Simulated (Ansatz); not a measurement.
# PbO2 monolayer (2H): from the cell to its phonons

Wanted: phonon frequencies of PbO2 monolayer (2H) and what follows from them.

Main program and level: Ansatz 0.2.0; DFT PBEsol, scalar-relativistic, plane waves, PAW.

### 1. Set-up

The cell holds 3 atoms: 1 Pb and 2 O. Cell: a = 3.470 Å, b = 3.470 Å, c = 20.000 Å, α = 90.0°, β = 90.0°, γ = 120.0°. Vacuum lies along c.

### 2. Relaxation

Harmonic phonons are second derivatives at a point where the forces vanish, and they are wanted at zero stress, so atoms and cell are relaxed first.

The program solves this slab on a cell height of its own, 28.7 Å, in place of the one typed.

Input file input.yaml:

```yaml
crystal:
  lattice:
    - [3.47, 0.0, 0.0]
    - [-1.735, 3.00511, 0.0]
    - [0.0, 0.0, 20.0]
  atoms:
    - { symbol: Pb, position: [0.333333, 0.666667, 0.5] }
    - { symbol: O, position: [0.666667, 0.333333, 0.56125] }
    - { symbol: O, position: [0.666667, 0.333333, 0.43875] }
  periodic: [true, true, false]
kpoints:
  mp_grid: { grid: [15, 15, 1] }
hamiltonian:
  xc: pbesol
scf:
  occupations: { method: gaussian, width: 0.1 }
output:
  forces: true
  stress: true
  eigenvalues: true
  write_density: true
  write_potential: true
  elf: true
  volumetric_format: npy
relax:
  adjacent_minimum: "off"
  f_tol: 0.005
  max_steps: 80
  cell: { stress_2d_tol: 0.02 }
```

The run is started by

```
> ansatz run input.yaml --threads 8 --pin off --max-ram 14336MiB --backend cpu --events-out ev --progress --plain --runs-dir out
```

Numbers of over 12 decimals in the logs are rounded to 6 here.

Log:

```text
Warning: crystal.periodic: the lattice vector that does not repeat stood 0.000° off the slab's normal, 20.000 Å along it as the deck builds it. The run solves the slab on a vector along the normal, 28.700 Å long, with every atom where it was (on the deck's vector they left 17.55 Å outside them, and the widest stretch free of ions among them is 1.23 Å). A fractional position that the run reports is one of the run's ce [...]
Warning: the atoms were moved onto the symmetric positions of the space group found under crystal.symmetry.tolerance 1.0e-5 (fractional; no operation is sought that the atoms, as they stand in a round, miss by more than twice it, and no atom is moved by as much as it), and the run uses the moved positions. Before a round's move an operation carried an atom to 4.63e-6 Å from where it should land, the largest such dist [...]
crystal.periodic: the lattice vector that does not repeat stood 0.000° off the slab's normal, 20.000 Å along it as the deck builds it. The run solves the slab on a vector along the normal, 28.700 Å long, with every atom where it was (on the deck's vector they left 17.55 Å outside them, and the widest stretch free of ions among them is 1.23 Å). A fractional position that the run reports is one of the run's cell, which [...]
Engine: ansatz 0.2.0, aarch64-unknown-linux-gnu
Pseudopotentials: kind: paw
Pseudopotential: Pb, paw, valence charge 14, recommended cutoff 420 eV (normal), Pb.paw.azcp
Pseudopotential: O, paw, valence charge 6, recommended cutoff 420 eV (normal), O.paw.azcp
Functional definition: PBEsol
  exchange = pbesol_x
  correlation = pbesol_c
Crystal: 3 atoms, lattice volume = 299.276 Å³
Basis set: ecut = 420 eV, 5801 PW (Γ), exchange–correlation on 48×48×384 points (8 copies of the dense FFT grid, shifted against one another)
Bands: 17, of which v1, the nominal top of the filled ones, is band 13 counted from 1 (12 counted from 0)
Symmetry: 12 space group operations
Space group: P-6m2 (ITA 187), of the structure as read, at distance tolerance 6.7e-5 Å
k-points: 27 of 225 (time reversal used)
Non-local potential: Pb, projectors of the file, l = 0: 2, l = 1: 2, l = 2: 2, l = 3: 2
Non-local potential: O, projectors of the file, l = 0: 2, l = 1: 2, l = 2: 1
PAW form: soft (Blöchl's): semilocal exchange-correlation on the pseudo side does not see the compensation charge
PAW frozen core: Pb, regenerated for the run's functional, and the local potential with it (the file was generated under x = pbe(κ = 0.804, μ = 0.219515), c = pbe(β = 0.066725))
PAW frozen core: O, regenerated for the run's functional, and the local potential with it (the file was generated under x = pbe(κ = 0.804, μ = 0.219515), c = pbe(β = 0.066725))
PAW one-centre angular grid: Pb, 590 points (default); XC on 64 Gauss nodes
PAW one-centre angular grid: O, 110 points (default); XC on 64 Gauss nodes
Initial density: superposition of atomic densities (neutral atoms: chi_scale 0, normalization atom), corrected by the library's trained network
Initial wavefunctions: pseudopotential atomic-orbital guess
Functional: x = pbesol(κ = 0.804, μ = 0.123457), c = pbesol(β = 0.046)
SCF iter   1: F=—  HF=-12872.304040 eV  |F-HF|=—  |Δ(HF+E_count)|=         —  Δρ=6.05e-3  dr2=9.23e-2  ethr=1.77e-3  ⟨swp⟩=12.1  Hψ=4158  notcnv=0
preconditioner: auto → LDOS  [insulator: Δε(μ)=0.146 eV  Ē_g=15.130 eV  σ=0.100 eV  W_gap=0.62  n_scr=16 (ndim 8)  ℏωp=10.9 eV  f_vac=0.813  D(μ)=3.79/eV (n_scr^D=12)  ε∞_Penn≈1.5  β→1.0]
SCF iter   2: F=—  HF=-12872.280459 eV  |F-HF|=—  |Δ(HF+E_count)|=   2.36e-2  Δρ=4.12e-3  dr2=2.63e-2  ethr=3.55e-4  ⟨swp⟩=2.9  Hψ=1289  notcnv=0
SCF iter   3: F=—  HF=-12872.279820 eV  |F-HF|=—  |Δ(HF+E_count)|=   6.39e-4  Δρ=8.14e-4  dr2=2.04e-3  ethr=1.01e-4  ⟨swp⟩=3.6  Hψ=1190  notcnv=0
SCF iter   4: F=—  HF=-12872.279911 eV  |F-HF|=—  |Δ(HF+E_count)|=   9.08e-5  Δρ=2.11e-4  dr2=1.14e-4  ethr=7.84e-6  ⟨swp⟩=3.4  Hψ=977  notcnv=0
SCF iter   5: F=—  HF=-12872.279946 eV  |F-HF|=—  |Δ(HF+E_count)|=   3.56e-5  Δρ=4.45e-5  dr2=7.68e-6  ethr=4.39e-7  ⟨swp⟩=3.1  Hψ=1029  notcnv=0
SCF iter   6: F=—  HF=-12872.280010 eV  |F-HF|=—  |Δ(HF+E_count)|=   6.40e-5  Δρ=1.05e-5  dr2=3.60e-7  ethr=2.95e-8  ⟨swp⟩=3.4  Hψ=1122  notcnv=0
iter 7 did not close the SCF: its close was put off until two iterations running show no level that it waits for move by more than its bar (scf_convergence_deferred on its scf_iter line)
SCF iter   7: F=-12872.280011 eV  HF=-12872.280011 eV  |F-HF|=2.83e-7  |Δ(HF+E_count)|=   4.09e-7  Δρ=2.14e-6  dr2=1.87e-8  ethr=3.85e-10  ⟨swp⟩=23.3  Hψ=5758  notcnv=0
iter 8 did not close the SCF: its close was put off until two iterations running show no level that it waits for move by more than its bar (scf_convergence_deferred on its scf_iter line)
SCF iter   8: F=-12872.280011 eV  HF=-12872.280011 eV  |F-HF|=7.22e-8  |Δ(HF+E_count)|=   2.17e-7  Δρ=6.56e-7  dr2=7.56e-10  ethr=7.20e-11  ⟨swp⟩=11.4  Hψ=4076  notcnv=0
SCF iter   9: F=-12872.280011 eV  HF=-12872.280011 eV  |F-HF|=5.60e-10  |Δ(HF+E_count)|=   7.19e-8  Δρ=7.42e-8  dr2=8.84e-12  ethr=2.91e-12  ⟨swp⟩=10.4  Hψ=3944  notcnv=0
SCF 1 converged in 9 iterations: F = -12872.280011 eV  dr2 = 8.84e-12
  greatest PAW one-centre occupation: 0.984 electrons in one spin orbital (limit 2), on the Pb atom at site 0 (counted from 0), in its partial waves of l = 2
relax step   1: F+E_penalty+E_count = -12872.28001097 eV  Δ(F+E_penalty+E_count) = +0.000e0 eV  max|allowed force component| = 1.834e-1 eV/Å  Δτ_max = 0.0000 Å  P = -7.531 N/m  Ω = 299.276 Å³  fix = [c, alpha, beta]  reactions: c -0.000 N/m  (9 SCF iters, dr2 threshold 1.00e-7 eV, accepted)
Crystal: 3 atoms, lattice volume = 270.805 Å³
Basis set: ecut = 420 eV, 5375 PW (Γ), exchange–correlation on 48×48×384 points (8 copies of the dense FFT grid, shifted against one another)
Initial density: handed on by an earlier stage of this run
Initial wavefunctions: those handed on with the density
iter 1 solved again at ethr=2.69e-4 eV; its pass at ethr=3.10e-3 eV (dr2=6.99e-2 eV) is discarded
SCF iter   1: F=—  HF=-12872.625776 eV  |F-HF|=—  |Δ(HF+E_count)|=         —  Δρ=4.84e-3  dr2=6.85e-2  ethr=2.69e-4  ⟨swp⟩=2.3  Hψ=4332  notcnv=0
preconditioner: auto → LDOS  [insulator: Δε(μ)=0.162 eV  Ē_g=15.587 eV  σ=0.100 eV  W_gap=0.55  n_scr=16 (ndim 8)  ℏωp=11.5 eV  f_vac=0.804  D(μ)=0.21/eV (n_scr^D=2)  ε∞_Penn≈1.5  β→1.0]
SCF iter   2: F=—  HF=-12872.650130 eV  |F-HF|=—  |Δ(HF+E_count)|=   2.44e-2  Δρ=6.48e-3  dr2=1.65e-1  ethr=2.63e-4  ⟨swp⟩=4.0  Hψ=1183  notcnv=0  recentre
[...]
SCF iter   9: F=-12872.307478 eV  HF=-12872.307478 eV  |F-HF|=2.08e-9  |Δ(HF+E_count)|=   5.01e-9  Δρ=1.55e-7  dr2=4.02e-11  ethr=4.33e-12  ⟨swp⟩=11.1  Hψ=4154  notcnv=0
SCF 3 converged in 9 iterations: F = -12872.307478 eV  dr2 = 4.02e-11
  greatest PAW one-centre occupation: 0.987 electrons in one spin orbital (limit 2), on the Pb atom at site 0 (counted from 0), in its partial waves of l = 2
relax step   3: F+E_penalty+E_count = -12872.30747790 eV  Δ(F+E_penalty+E_count) = +3.008e-1 eV  max|allowed force component| = 2.626e0 eV/Å  Δτ_max = 0.1459 Å  P = +9.425 N/m  Ω = 243.749 Å³  energy of the carried Pulay correction = +3.131e-2 eV  fix = [c, alpha, beta]  (9 SCF iters, dr2 threshold 3.00e-7 eV, rejected (line search))
[...]
relax step   4: F+E_penalty+E_count = -12872.69125362 eV  Δ(F+E_penalty+E_count) = -8.297e-2 eV  max|allowed force component| = 2.572e-1 eV/Å  Δτ_max = 0.0271 Å  P = -0.824 N/m  Ω = 261.180 Å³  energy of the carried Pulay correction = +2.081e-2 eV  fix = [c, alpha, beta]  reactions: c -0.000 N/m  (11 SCF iters, accepted)
[...]
relax step   5: F+E_penalty+E_count = -12872.69749409 eV  Δ(F+E_penalty+E_count) = -6.240e-3 eV  max|allowed force component| = 1.549e-2 eV/Å  Δτ_max = 0.0143 Å  P = -0.082 N/m  Ω = 259.442 Å³  energy of the carried Pulay correction = +2.183e-2 eV  fix = [c, alpha, beta]  reactions: c -0.000 N/m  (7 SCF iters, dr2 threshold 3.00e-7 eV, accepted)
[...]
relax step   6: F+E_penalty+E_count = -12872.69771719 eV  Δ(F+E_penalty+E_count) = -2.231e-4 eV  max|allowed force component| = 1.788e-3 eV/Å  Δτ_max = 0.0012 Å  P = +0.001 N/m  Ω = 259.137 Å³  energy of the carried Pulay correction = +2.200e-2 eV  fix = [c, alpha, beta]  reactions: c +0.000 N/m  (5 SCF iters, dr2 threshold 1.50e-8 eV, accepted)
[...]
relax step   7: F+E_penalty+E_count = -12872.68769666 eV  Δ(F+E_penalty+E_count) = +1.002e-2 eV  max|allowed force component| = 3.456e-3 eV/Å  Δτ_max = 0.0000 Å  P = -0.228 N/m  Ω = 259.137 Å³  fix = [c, alpha, beta]  reactions: c -0.000 N/m  stress off target by 2.28e-1 N/m on what of the cell is left free  SCF on the basis re-selected at this cell (its energy is not comparable with the rows above)  (8 SCF iters)
[...]
relax step   8: F+E_penalty+E_count = -12872.68831216 eV  Δ(F+E_penalty+E_count) = -6.155e-4 eV  max|allowed force component| = 1.589e-3 eV/Å  Δτ_max = 0.0004 Å  P = +0.012 N/m  Ω = 258.409 Å³  energy of the carried Pulay correction = +4.447e-4 eV  fix = [c, alpha, beta]  reactions: c +0.000 N/m  (6 SCF iters, dr2 threshold 8.42e-8 eV, accepted)
iter 1 solved again at ethr=5.82e-7 eV; its pass at ethr=3.10e-3 eV (dr2=1.51e-4 eV) is discarded
SCF iter   1: F=—  HF=-12872.687835 eV  |F-HF|=—  |Δ(HF+E_count)|=         —  Δρ=9.92e-6  dr2=4.37e-8  ethr=5.82e-7  ⟨swp⟩=6.1  Hψ=6864  notcnv=0
eigensolver tolerance schedule: the retry pair's looser diagonalisation over-reported the residual by 3458.83 of it (diagonalisation noise at 1.85 of the residual, at the tolerance the schedule requests for it); recorded, not acted on — ethr = c·dr2/N_el stays at c = 1.0e-1
preconditioner: auto → LDOS  [insulator: Δε(μ)=0.251 eV  Ē_g=16.104 eV  σ=0.100 eV  W_gap=0.80  n_scr=16 (ndim 8)  ℏωp=11.8 eV  f_vac=0.808  D(μ)=0.31/eV (n_scr^D=4)  ε∞_Penn≈1.5  β→1.0]
SCF iter   2: F=—  HF=-12872.687867 eV  |F-HF|=—  |Δ(HF+E_count)|=   3.24e-5  Δρ=6.12e-6  dr2=8.05e-8  ethr=1.68e-10  ⟨swp⟩=6.2  Hψ=1792  notcnv=0
SCF iter   3: F=—  HF=-12872.687867 eV  |F-HF|=—  |Δ(HF+E_count)|=   3.21e-9  Δρ=2.84e-6  dr2=2.39e-8  ethr=1.68e-10  ⟨swp⟩=2.9  Hψ=926  notcnv=0
SCF iter   4: F=—  HF=-12872.687867 eV  |F-HF|=—  |Δ(HF+E_count)|=   2.93e-8  Δρ=6.09e-7  dr2=6.74e-10  ethr=9.18e-11  ⟨swp⟩=3.4  Hψ=946  notcnv=0
SCF iter   5: F=—  HF=-12872.687867 eV  |F-HF|=—  |Δ(HF+E_count)|=   3.74e-9  Δρ=9.15e-8  dr2=1.53e-11  ethr=2.59e-12  ⟨swp⟩=3.4  Hψ=1106  notcnv=0
SCF iter   6: F=-12872.687867 eV  HF=-12872.687867 eV  |F-HF|=1.09e-11  |Δ(HF+E_count)|=  2.47e-10  Δρ=3.22e-8  dr2=1.94e-12  ethr=1.00e-12  ⟨swp⟩=18.6  Hψ=4277  notcnv=0
SCF 9 converged in 6 iterations: F = -12872.687867 eV  dr2 = 1.94e-12
relax step   9: F+E_penalty+E_count = -12872.68786715 eV  Δ(F+E_penalty+E_count) = +4.450e-4 eV  max|allowed force component| = 1.471e-3 eV/Å  Δτ_max = 0.0000 Å  P = +0.006 N/m  Ω = 258.409 Å³  fix = [c, alpha, beta]  reactions: c +0.000 N/m  stress off target by 5.73e-3 N/m on what of the cell is left free  SCF on the basis re-selected at this cell (its energy is not comparable with the rows above)  (6 SCF iters)
basis re-selected at this cell: Δ(F+E_penalty+E_count) = +4.450e-4 eV, ΔP = -0.006 N/m vs the last step (what re-selecting the basis moved, of the pressure what is left beyond the Pulay correction that the steps carried, after the strain that the cell walked since its last selection, with what the two solves' SCF thresholds leave and, on support functions, any second-order correction that the steps lacked; it is no m [...]
WARN: The output density's exchange-correlation potential varies sharply where the density is thin. Do not read a vacuum level from v_tot or v_xc, or from such a field of the output density. On a cell that repeats whose density bears no net charge and no dipole along the vacuum's axis use v_es (v_loc + v_h of the components); under efield.dipole_correction with no amplitude use v_es + v_field, which holds any externa [...]
SCF converged after 6 iterations
Free energy (F): -12872.687867 eV
Harris-Foulkes:  -12872.687867 eV  (|F-HF|=1.09e-11)
Internal energy: -12872.686311 eV  (E = F + TS)
E sigma→0 (E₀):  -12872.687089 eV
Entropy (-TS):   -0.001556 eV (-0.519 meV/atom)
Fermi energy:    -8.265728 eV
--- Per-component energies (eV) ---
  E_band       = -471.798914
  E_kinetic    = 636.404052
  E_local      = -42554.210823  (includes V_loc(G=0)·N_el)
  E_nonlocal   = 453.073786
  E_hartree    = 20863.581846
  E_xc         = -359.971348
  E_vxc        = -314.066990  (∫ρ·V_xc dr)
  E_paw        = -10568.509597  (= ΣΔE_a)
  E_vpaw       = -420.167248  (= ΣTr[D̂ρ^β])
  E_aug_tail   = 0.004673  (compensation charges beyond the density's cutoff)
  E_ewald      = 18656.808407
  E_core_change = 0.132692  (= ΣΔE_core)
  E_smearing   = -0.001556  (= −TS)
  E_closure    = -0.000000  (closes the sum)
  Σ components = -12872.687867   (vs F -12872.687867, Δ=0.00e0)
--- Forces (eV/Å), atoms counted from 1 ---
  atom   1  Pb     0.00000000    -0.00000000     0.00000000
  atom   2  O     -0.00000000     0.00000000     0.00147052
  atom   3  O     -0.00000000     0.00000000    -0.00147052
  max |Σ_I F_I| component: 4.63e-17 eV/Å
--- 2D stress c σ (N/m, compression-positive) ---
        0.005726       0.000000       0.000000
        0.000000       0.005726       0.000000
        0.000000       0.000000       0.000000
  P = ½ c Tr σ = 0.0057 N/m
--- Band table (eV; the first three rows and the last of 27) ---
  k-point 0: bands = [... 9 lower, -9.4630, -9.1128, -9.1128, -9.0406, -8.3272, -3.0850, -0.2957, -0.0661]
  k-point 1: bands = [... 9 lower, -9.5204, -9.2750, -9.1104, -9.0039, -8.0759, -2.8785, -0.2231, 0.0181]
  k-point 2: bands = [... 9 lower, -9.6812, -9.6610, -9.1042, -8.9323, -7.5974, -2.3333, -0.0679, 0.2698]
  k-point 26: bands = [... 9 lower, -11.2759, -11.0439, -9.6949, -8.3964, -5.4958, -3.5027, 0.6191, 1.3503]
--- Relaxed structure (7 steps of the walk, 6 accepted, 2 SCFs on fresh bases) ---
  F+E_penalty+E_count = -12872.68786715 eV   max|allowed force component| = 1.471e-3 eV/Å   (the final SCF, on the basis selected at the relaxed cell)
  cell:  # Å, volume = 258.4091 Å³
    - [3.224390, 0.0, 0.0]
    - [-1.612195, 2.792404, 0.0]
    - [0.0, 0.0, 28.700000]
  atoms:
    - { symbol: Pb, position: [0.333333, 0.666667, 0.348432] }
    - { symbol: O, position: [0.666667, 0.333333, 0.392945] }
    - { symbol: O, position: [0.666667, 0.333333, 0.303919] }
```

Wall time 29 s (8 threads of Arm Neoverse V1, shared host); peak memory 0.75 GiB; 3.5 min of CPU time.

Relaxation path:

```
step  energy less that of the first step (eV)  largest force component (eV/Å)  volume (Å³)
   1                                   0.0000                          0.1834       299.28
   2                                  -0.3283                          0.7850       270.81
   3                                  -0.0275                          2.6256       243.75
   4                                  -0.4112                          0.2572       261.18
   5                                  -0.4175                          0.0155       259.44
   6                                  -0.4177                          0.0018       259.14
  7*                                  -0.4077                          0.0035       259.14
   8                                  -0.4083                          0.0016       258.41
  9*                                  -0.4079                          0.0015       258.41
```

Relaxation steps marked * repeat the geometry before them on a plane-wave basis chosen anew for their cell, so energy and pressure can jump there. Relaxation step 3 was tried and not accepted.

The run keeps the 12 symmetry operations that it works with, so distortions that break them were not tested.

```
cell as run  before  after  change
      a (Å)   3.470  3.224  -7.1 %
      b (Å)   3.470  3.224  -7.1 %
```

The atoms that moved most (Å, along periodic axes as changes of fractional coordinates times the final cell, across vacuum about the mean position):

```
atom     dx     dy      dz  length
  O3  0.000  0.000  -0.053   0.053
  O2  0.000  0.000   0.053   0.053
```

The relaxed structure:

```
Pb O
1.0
     3.22439    0.00000    0.00000
    -1.61220    2.79240    0.00000
     0.00000    0.00000   28.70000
Pb O
1 2
Direct
  0.33333 0.66667 0.34843
  0.66667 0.33333 0.39295
  0.66667 0.33333 0.30392
```

This step gave:

* gap on the k-mesh: 0 eV
* area per atom: 3.001 Å²

ELF in the ac plane at fractional y = 0.333, with atoms of O within 0.2 Å of it. It is the smooth field of the valence electrons, not physical close to the nuclei.

Values, 24 rows by 14 columns, each cell a mean:
```
0.00 0.00 0.00 0.00 0.00 0.00 0.00 0.00 0.00 0.00 0.00 0.00 0.00 0.00
0.00 0.00 0.00 0.00 0.00 0.00 0.00 0.00 0.00 0.00 0.00 0.00 0.00 0.00
0.00 0.00 0.00 0.00 0.00 0.00 0.00 0.00 0.00 0.00 0.00 0.00 0.00 0.00
0.00 0.00 0.00 0.00 0.00 0.00 0.00 0.00 0.00 0.00 0.00 0.00 0.00 0.00
0.00 0.00 0.00 0.00 0.00 0.00 0.00 0.00 0.00 0.00 0.00 0.00 0.00 0.00
0.00 0.00 0.00 0.00 0.00 0.00 0.00 0.00 0.00 0.00 0.00 0.00 0.00 0.00
0.00 0.00 0.00 0.00 0.00 0.00 0.00 0.00 0.00 0.00 0.00 0.00 0.00 0.00
0.00 0.00 0.00 0.00 0.00 0.00 0.00 0.00 0.00 0.00 0.00 0.00 0.00 0.00
0.00 0.00 0.00 0.00 0.00 0.00 0.00 0.00 0.00 0.00 0.00 0.00 0.00 0.00
0.00 0.00 0.00 0.00 0.00 0.00 0.00 0.00 0.00 0.00 0.00 0.00 0.00 0.00
0.00 0.00 0.00 0.00 0.00 0.00 0.00 0.00 0.00 0.00 0.00 0.00 0.00 0.00
0.00 0.00 0.00 0.00 0.00 0.00 0.00 0.00 0.00 0.00 0.00 0.00 0.00 0.00
0.00 0.00 0.00 0.00 0.00 0.01 0.01 0.02 0.03 0.04 0.04 0.03 0.02 0.01
0.11 0.03 0.01 0.01 0.06 0.20 0.36 0.48 0.55 0.59 0.58 0.52 0.42 0.28
0.30 0.14 0.10 0.11 0.20 0.46 0.69 0.79 0.75 0.64 0.68 0.78 0.77 0.60
0.26 0.32 0.35 0.34 0.29 0.23 0.23 0.27 0.31 0.33 0.33 0.30 0.25 0.21
0.29 0.16 0.13 0.14 0.21 0.43 0.66 0.77 0.73 0.62 0.67 0.76 0.73 0.56
0.14 0.04 0.01 0.02 0.08 0.25 0.42 0.55 0.63 0.66 0.65 0.60 0.50 0.34
0.00 0.00 0.00 0.00 0.00 0.01 0.02 0.04 0.05 0.06 0.06 0.05 0.03 0.01
0.00 0.00 0.00 0.00 0.00 0.00 0.00 0.00 0.00 0.00 0.00 0.00 0.00 0.00
0.00 0.00 0.00 0.00 0.00 0.00 0.00 0.00 0.00 0.00 0.00 0.00 0.00 0.00
0.00 0.00 0.00 0.00 0.00 0.00 0.00 0.00 0.00 0.00 0.00 0.00 0.00 0.00
0.00 0.00 0.00 0.00 0.00 0.00 0.00 0.00 0.00 0.00 0.00 0.00 0.00 0.00
0.00 0.00 0.00 0.00 0.00 0.00 0.00 0.00 0.00 0.00 0.00 0.00 0.00 0.00
```
Columns run along a (3.2 Å), rows up along c (28.7 Å). Atoms in or near the plane, at fractional coordinates: O at (0.67, 0.39), O at (0.67, 0.30).

Electrostatic potential energy in the ac plane at fractional y = 0.333, with atoms of O within 0.2 Å of it. With pseudopotentials it is smooth inside the atoms' cores, unlike the true potential.

Values in eV, 24 rows by 14 columns, each cell a mean:
```
  0   0   0   0   0   0   0   0   0   0   0   0   0   0
  0   0   0   0   0   0   0   0   0   0   0   0   0   0
  0   0   0   0   0   0   0   0   0   0   0   0   0   0
  0   0   0   0   0   0   0   0   0   0   0   0   0   0
  0   0   0   0   0   0   0   0   0   0   0   0   0   0
  0   0   0   0   0   0   0   0   0   0   0   0   0   0
  0   0   0   0   0   0   0   0   0   0   0   0   0   0
  0   0   0   0   0   0   0   0   0   0   0   0   0   0
  0   0   0   0   0   0   0   0   0   0   0   0   0   0
  0   0   0   0   0   0   0   0   0   0   0   0   0   0
  0   0   0   0   0   0   0   0   0   0   0   0   0   0
  0   0   0   0   0   0   0   0   0   0   0   0   0   0
  0   0   0   0   0   0   0   0   0   0   0   0   0   0
  0  -1  -1  -1   0   0   0  -1  -2  -3  -2  -1  -1   0
 -5  -6  -6  -6  -5  -6 -10 -21 -26 -26 -26 -25 -15  -6
-17 -23 -25 -24 -21 -14 -10  -8  -7  -8  -8  -7  -9 -11
 -6  -7  -8  -8  -7  -6 -11 -21 -25 -26 -25 -24 -16  -7
 -1  -1  -1  -1  -1  -1  -1  -2  -5  -6  -5  -3  -1  -1
  0   0   0   0   0   0   0   0   0   0   0   0   0   0
  0   0   0   0   0   0   0   0   0   0   0   0   0   0
  0   0   0   0   0   0   0   0   0   0   0   0   0   0
  0   0   0   0   0   0   0   0   0   0   0   0   0   0
  0   0   0   0   0   0   0   0   0   0   0   0   0   0
  0   0   0   0   0   0   0   0   0   0   0   0   0   0
```
Columns run along a (3.2 Å; values clipped at the 3rd and 97th percentile), rows up along c (28.7 Å). Atoms in or near the plane, at fractional coordinates: O at (0.67, 0.39), O at (0.67, 0.30).

(Part 1 of 3 ends here.)

[Logs are printed without paths, hosts, clocks, repeated set-up lines and the standing remarks that a program may print on its own settings, such as how far it seeks lower states.]

[Hosts, paths, dates, database ids (printed as entryN), source tags and the programs' standing remarks are cut or masked in the printed files.]
